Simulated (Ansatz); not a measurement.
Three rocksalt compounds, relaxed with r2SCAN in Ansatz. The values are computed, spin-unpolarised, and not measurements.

| compound | a (Å) |
| --- | --- |
| CaSe | 5.935 |
| PbSe | 6.177 |
| PbS | 5.974 |

Problem. What is the misfit strain of a coherent CaSe film on PbS?

Solution. ε∥ = (a_sub − a_film)/a_film = (5.974 − 5.935)/5.935 = +0.66 %: the film is in tension in the plane. The functional's errors in lattice constants, up to about 1 %, are as large as this misfit, so measured constants can give another size or sign.

Problem. By Vegard's law, which share x of PbSe in (CaSe)₁₋ₓ(PbSe)ₓ matches the substrate?

Solution. (1 − x) × 5.935 + x × 6.177 = 5.974 gives x = (5.974 − 5.935)/(6.177 − 5.935) = 0.161.
